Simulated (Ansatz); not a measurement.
TiSe:

```
Se Ti
1.0
     4.17836    0.00000    0.00000
     0.00000    4.17836    0.00000
     0.00000    0.00000    5.98442
Se Ti
2 2
Cartesian
  0.0000 2.0892 4.5515
  2.0892 0.0000 1.4329
  0.0000 0.0000 0.0000
  2.0892 2.0892 0.0000
```

The cell comes from a database or a generator and needn't be the stable form of this composition.

Program: Ansatz 0.2.0. Alike in all runs: task band structure; potentials or basis Ansatz PAW; no spin polarisation; cell as given; k mesh 7 × 7 × 5; smearing fermi-dirac 0.05 eV.

Question: Order these runs on this cell by their pressure, lowest first.
A. level LDA; cutoff (eV) 420
B. level PBEsol; cutoff (eV) 420
C. level r2SCAN; cutoff (eV) 500

Answer: A (-4.9 GPa), B (-2.8 GPa), C (-1.2 GPa).

Caveats: the PAW data sets come from PBE, with cores solved anew for the run's functional, which leaves a small shift of forces and pressure; this functional lacks dispersion, which binds the layers, so the pressure and a relaxed spacing across them are unreliable (some runs).

Not every run made on this cell is shown here.
